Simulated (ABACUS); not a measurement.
# GaN (F-43m) in ABACUS: a series of runs

The runs below take GaN through single point, relaxation of cell and atoms, with LDA.

All numbers are computed with ABACUS 3.10.1; they aren't measurements. Logs are shortened: lines on timing, memory, paths and dates and some standing lists are left out, and cuts for length are marked.

**The experiment to reproduce.**

From a printed reference work, textbook, for a bulk crystal of GaN at 0 K: band gap 3.299 eV (direct).

The results are compared with them further down.

### Step 1. Starting point

It takes space group F-43m (No. 216, cubic). Conventional cell: a = 4.507 Å, b = 4.507 Å, c = 4.507 Å, α = 90.00°, β = 90.00°, γ = 90.00°. Around Ga (site symmetry -43m) lie 4 N at 1.95 Å. Around N (site symmetry -43m) lie 4 Ga at 1.95 Å.

The cell is a database's computed one.

### Step 2. Single point, LDA

File run_abacus.py:

```python
"""ABACUS run from a structure file: ASE reads it, the script writes STRU, KPT and INPUT."""
import re
import subprocess
from ase.io import read
from ase.units import Bohr

atoms = read("GaN.xyz")
atoms = atoms[(-atoms.numbers).argsort(kind="stable")]  # ABACUS lists atoms element by element
pseudo = {'Ga': 'ga_lda_v1.4.uspp.F.UPF', 'N': 'n_lda_v1.2.uspp.F.UPF'}
orbital = {}
magmoms = None
kmesh = [8, 8, 8]
params = {
    'suffix': 'GaN',
    'calculation': 'scf',
    'basis_type': 'pw',
    'pseudo_dir': './',
    'symmetry': 1,
    'dft_functional': 'pz',
    'ecutwfc': 40,
    'pseudo_rcut': 10,
    'nspin': 1,
    'nbands': 22,
    'ks_solver': 'dav',
    'smearing_method': 'fd',
    'smearing_sigma': 0.00367493,
    'scf_thr': 1e-08,
    'scf_nmax': 100,
    'mixing_type': 'broyden',
    'mixing_beta': 0.7,
    'cal_force': 1,
    'cal_stress': 1,
    'ecutrho': 320,
    'out_chg': 1,
    'out_pot': 2,
    'out_elf': 0,
    'kpar': 4,
}

symbols = atoms.get_chemical_symbols()
elements = list(dict.fromkeys(symbols))
lines = ["ATOMIC_SPECIES"] + [f"{e} {atoms.get_masses()[symbols.index(e)]:.4f} {pseudo[e]}" for e in elements]
if orbital:
    lines += ["", "NUMERICAL_ORBITAL"] + [orbital[e] for e in elements]
lines += ["", "LATTICE_CONSTANT", f"{1 / Bohr:.10f}", "", "LATTICE_VECTORS"]
lines += [" ".join(f"{x:.10f}" for x in v) for v in atoms.cell]
lines += ["", "ATOMIC_POSITIONS", "Direct"]
for e in elements:
    lines += ["", e, "0.0", str(symbols.count(e))]
    for i, p in enumerate(atoms.get_scaled_positions(wrap=False)):
        if symbols[i] == e:
            mag = "" if magmoms is None else " mag " + " ".join(str(x) for x in (magmoms[i] if isinstance(magmoms[i], list) else [magmoms[i]]))
            lines.append(" ".join(f"{x:.10f}" for x in p) + " 1 1 1" + mag)
open("STRU", "w").write("\n".join(lines) + "\n")
open("KPT", "w").write("K_POINTS\n0\nGamma\n%d %d %d 0 0 0\n" % tuple(kmesh))
open("INPUT", "w").write("INPUT_PARAMETERS\n" + "".join(f"{k:<20s}{v}\n" for k, v in params.items()))

done = subprocess.run(['mpirun', '-np', '4', 'abacus'])
if done.returncode:
    raise SystemExit(done.returncode)
log = open("OUT.GaN/running_scf.log").read()
print("final energy (eV):", re.findall(r"FINAL_ETOT_IS (\S+)", log))
```

File GaN.xyz:

```xyz
2
Lattice="0.0000000000 2.2535006075 2.2535006075 2.2535006075 0.0000000000 2.2535006075 2.2535006075 2.2535006075 0.0000000000" Properties=species:S:1:pos:R:3 pbc="T T T"
Ga     0.0000000000      0.0000000000      0.0000000000
N      1.1267503038      1.1267503038      1.1267503038
```

Potentials or basis: GBRV ultrasoft 1.5 LDA, plane waves.

Command:

```
$ OMP_NUM_THREADS=1 python run_abacus.py > log
```

running log:

```text
ABACUS v3.10.1

               Atomic-orbital Based Ab-initio Computation at UStc

 ------------------------------------------------------------------------------------

 READING GENERAL INFORMATION
                           global_out_dir = OUT.GaN/
                           global_in_card = INPUT
                               pseudo_dir = ./
[... 8 lines left out ...]

 READING ATOM TYPE 1
                               atom label = Ga
                      L=0, number of zeta = 1
                      L=1, number of zeta = 1
                      L=2, number of zeta = 1
             number of atom for this type = 1

 READING ATOM TYPE 2
                               atom label = N
                      L=0, number of zeta = 1
                      L=1, number of zeta = 1
                      L=2, number of zeta = 1
             number of atom for this type = 1

                        TOTAL ATOM NUMBER = 2
DIRECT COORDINATES
    atom                   x                   y                   z     mag                  vx                  vy                  vz
taud_Ga1            0.0000000000        0.0000000000        0.0000000000  0.0000        0.0000000000        0.0000000000        0.0000000000
taud_N1            0.2500000000        0.2500000000        0.2500000000  0.0000        0.0000000000        0.0000000000        0.0000000000

                          Volume (Bohr^3) = 154.454
                             Volume (A^3) = 22.8877

 Lattice vectors: (Cartesian coordinate: in unit of a_0)
                   +0             +2.2535             +2.2535
              +2.2535                  +0             +2.2535
              +2.2535             +2.2535                  +0
 Reciprocal vectors: (Cartesian coordinate: in unit of 2 pi/a_0)
            -0.221877           +0.221877           +0.221877
            +0.221877           -0.221877           +0.221877
            +0.221877           +0.221877           -0.221877
 The esolver type has been set to : ksdft_pw

                PAO radial cut off (Bohr) = 10

 Read in pseudopotential file is ga_lda_v1.4.uspp.F.UPF
                     pseudopotential type = US
          exchange-correlation functional = PZ
                 nonlocal core correction = 1
                        valence electrons = 19
                                     lmax = 2
                           number of zeta = 4
[... 7 lines left out ...]
                PAO radial cut off (Bohr) = 10

 Read in pseudopotential file is n_lda_v1.2.uspp.F.UPF
                     pseudopotential type = US
          exchange-correlation functional = PZ
                 nonlocal core correction = 1
                        valence electrons = 5
                                     lmax = 1
                           number of zeta = 2
                     number of projectors = 4
                           L of projector = 0
                           L of projector = 0
                           L of projector = 1
                           L of projector = 1
     initial pseudo atomic orbital number = 16

 SETUP THE ELECTRONS NUMBER
            electron number of element Ga = 19
      total electron number of element Ga = 19
             electron number of element N = 5
       total electron number of element N = 5
            AUTOSET number of electrons:  = 24
                           occupied bands = 12
                                   NBANDS = 22
                                   NLOCAL = 18

%%%%%%%%%%%%%%%%%%%%%%%%%%%%%%%%%%%%%%%%%%%%%%%%%%%%%%%%%%%%%%%%%%%%%%%%%%%%%%%%%%%%%%%%%%%%%%%%%%%%%%%%%%
 Warning: the number of valence electrons in pseudopotential > 3 for Ga: [Ar] 3d10 4s2 4p1
 Pseudopotentials with additional electrons can yield (more) accurate outcomes, but may be less efficient.
 If you're confident that your chosen pseudopotential is appropriate, you can safely ignore this warning.
%%%%%%%%%%%%%%%%%%%%%%%%%%%%%%%%%%%%%%%%%%%%%%%%%%%%%%%%%%%%%%%%%%%%%%%%%%%%%%%%%%%%%%%%%%%%%%%%%%%%%%%%%%

 SETUP THE PLANE WAVE BASIS
 energy cutoff for charge/potential (unit:Ry) = 160
            fft grid for charge/potential = [ 25, 25, 25 ]
                        fft grid division = [ 1, 1, 1 ]
        big fft grid for charge/potential = [ 36, 36, 36 ]
                                     nbxx = 46656
                                     nrxx = 15625

 SETUP PLANE WAVES FOR CHARGE/POTENTIAL
                    number of plane waves = 5209
                         number of sticks = 397

 PARALLEL PW FOR CHARGE/POTENTIAL
     PROC   COLUMNS(POT)             PW
        1            397           5209
 --------------- sum -------------------
        1            397           5209
                            number of |g| = 100
                                  max |g| = 14.375
                                  min |g| = 0

 energy cutoff for dense charge/potential (unit:Ry) = 320
      fft grid for dense charge/potential = [ 36, 36, 36 ]
                                     nrxx = 46656

[... 58 lines left out ...]
                                       C6 = 0
                                       S1 = 6
                                       S3 = 0
                                       S4 = 6
                                       S6 = 0
               POINT GROUP IN SPACE GROUP = T_d

 SETUP K-POINTS
                                    nspin = 1
                   Input type of k points = Monkhorst-Pack(Gamma)
                                   nkstot = 512
                       right hand lattice = 1
(for reciprocal lattice: )
                             BRAVAIS TYPE = 2
                     BRAVAIS LATTICE NAME = 02. Cubic I (body-centered)
                                    ibrav = 2
                       right hand lattice = 1
(for k-lattice: )
                             BRAVAIS TYPE = 2
                     BRAVAIS LATTICE NAME = 02. Cubic I (body-centered)
                                    ibrav = 2
                       right hand lattice = 1
                        ROTATION MATRICES = 48
                               nkstot_ibz = 29
K-POINTS REDUCTION ACCORDING TO SYMMETRY
     IBZ    DIRECT_X    DIRECT_Y    DIRECT_Z  WEIGHT  ibz2bz
       1  0.00000000  0.00000000  0.00000000  0.0020       0
       2  0.12500000  0.12500000  0.12500000  0.0156       1
       3  0.25000000  0.25000000  0.25000000  0.0156       2
       4  0.37500000  0.37500000  0.37500000  0.0156       3
       5  0.50000000  0.50000000  0.50000000  0.0078       4
       6  0.12500000  0.12500000  0.00000000  0.0117       9
[... 21 lines left out ...]
      28 -0.12500000  0.50000000  0.37500000  0.0234     101
      29  0.50000000  0.25000000 -0.25000000  0.0117     166

                               nkstot now = 29
[... K-POINTS DIRECT COORDINATES: 29 rows ...]

           k-point number in this process = 8
       minimum distributed K point number = 7
[... stars of the k points ...]

[... K-POINTS CARTESIAN COORDINATES: 8 rows ...]

[... K-POINTS DIRECT COORDINATES: 8 rows ...]

 SETUP PLANE WAVES FOR WAVE FUNCTIONS
     energy cutoff for wavefunc (unit:Ry) = 40
              fft grid for wave functions = [ 25, 25, 25 ]
                    number of plane waves = 893
                         number of sticks = 121

 PARALLEL PW FOR WAVE FUNCTIONS
     PROC   COLUMNS(POT)             PW
        1            121            893
 --------------- sum -------------------
        1            121            893

 SETUP NONLOCAL PSEUDOPOTENTIALS IN PLANE WAVE BASIS
 Ga non-local projectors:
 projector 1 L=0
 projector 2 L=0
 projector 3 L=1
 projector 4 L=1
 projector 5 L=2
 projector 6 L=2
 N non-local projectors:
 projector 1 L=0
 projector 2 L=0
 projector 3 L=1
 projector 4 L=1
      TOTAL NUMBER OF NONLOCAL PROJECTORS = 26

 Init Non-Local PseudoPotential table :
 Init Non-Local-Pseudopotential done.

                                     npwx = 665

 Make real space PAO into reciprocal space.
       max mesh points in Pseudopotential = 693
     dq(describe PAO in reciprocal space) = 0.01
                                    max q = 763

 number of pseudo atomic orbitals for Ga is 4
WARNING: norm of atomic wavefunction # 4 of atomic type Ga is 0.999973, renormalized

 number of pseudo atomic orbitals for N is 2
WARNING: norm of atomic wavefunction # 2 of atomic type N is 0.999999, renormalized

 -------------------------------------------
 SELF-CONSISTENT
 -------------------------------------------
                                 init_chg = atomic

 PW ALGORITHM --------------- ION=   1  ELEC=   1--------------------------------

 Density error is 5.75887467418
                          Error Threshold = 0.01
----------------------------------------------------------
     Energy           Rydberg                 eV
----------------------------------------------------------
 E_KohnSham     -431.8308076066      -5875.3595553919
 E_Harris       -487.5691230005      -6633.7182416697
 E_Fermi        0.9506799345         12.9346640832
----------------------------------------------------------
[... 87 lines left out ...]
 Density error is 3.46420290818e-09
                          Error Threshold = 3.96859887819e-10
----------------------------------------------------------
     Energy           Rydberg                 eV
----------------------------------------------------------
 E_KohnSham     -435.2125546738      -5921.3705847000
 E_KS(sigma->0) -435.2125546738      -5921.3705846998
 E_Harris       -435.2112307483      -5921.3525717701
 E_band         -35.4195709463       -481.9079855849
 E_one_elec     -337.2946391472      -4589.1289972555
 E_Hartree      180.9650081709       2462.1552497409
 E_xc           -53.2019258475       -723.8493360998
 E_Ewald        -225.6809978500      -3070.5475010853
 E_entropy(-TS) -0.0000000000        -0.0000000004
 E_descf        0.0000000000         0.0000000000
 E_exx          0.0000000000         0.0000000000
 E_Fermi        0.8352279200         11.3638588410
----------------------------------------------------------

 charge density convergence is achieved
 final etot is -5921.3705847 eV
 EFERMI = 11.363858841 eV
The vacuum level is 12.112102663 eV

 STATE ENERGY(eV) AND OCCUPATIONS    NSPIN == 1
 1/8 kpoint (Cartesian) = 0.0000 0.0000 0.0000 (645 pws)
       1       -81.8460     0.00390625
       2       -81.8460     0.00390625
       3       -81.8460     0.00390625
       4       -5.34130     0.00390625
       5       -3.03287     0.00390625
       6       -3.03287     0.00390625
[... 134 lines left out ...]
      21        30.5077        0.00000
      22        32.0298        0.00000

[... levels at 2 further k points ...]

------------------------------------------------------------------------------------------
 TOTAL-FORCE (eV/Angstrom)
------------------------------------------------------------------------------------------
                       Ga1         0.0000000000         0.0000000000         0.0000000000
                        N1         0.0000000000         0.0000000000         0.0000000000
------------------------------------------------------------------------------------------

----------------------------------------------------------------
 TOTAL-STRESS (KBAR)
----------------------------------------------------------------
       -62.7285124744         0.0000000000         0.0000000000
        -0.0000000000       -62.7285124744         0.0000000000
         0.0000000000         0.0000000000       -62.7285124744
----------------------------------------------------------------
 TOTAL-PRESSURE: -62.728512 KBAR

 --------------------------------------------
 !FINAL_ETOT_IS -5921.3705847000464928 eV
 --------------------------------------------
```

Run time: 3.8 s. Hardware: 4 MPI ranks of AMD EPYC 9R45 (Zen 5), shared host; peak memory 0.48 GiB.

What came out:

- Free energy: -5921.3706 eV
- Pressure: -6.3 GPa
- Band gap on the k mesh: 1.74 eV, direct

Levels at points of the mesh, in eV from the valence-band top:
| k point | band 9 | band 10 | band 11 | band 12 | band 13 | band 14 | band 15 | band 16 |
| --- | --- | --- | --- | --- | --- | --- | --- | --- |
| (0.00, 0.00, 0.00) | -13.18 | 0.00 | 0.00 | 0.00 | 1.74 | 10.12 | 10.12 | 10.12 |
| (0.50, 0.50, 0.50) | -11.82 | -7.13 | -0.98 | -0.98 | 4.53 | 8.59 | 10.20 | 10.20 |
| (0.50, 0.50, 0.00) | -11.34 | -6.22 | -2.74 | -2.74 | 3.26 | 6.46 | 11.49 | 13.76 |

[end of part 1 of 2]
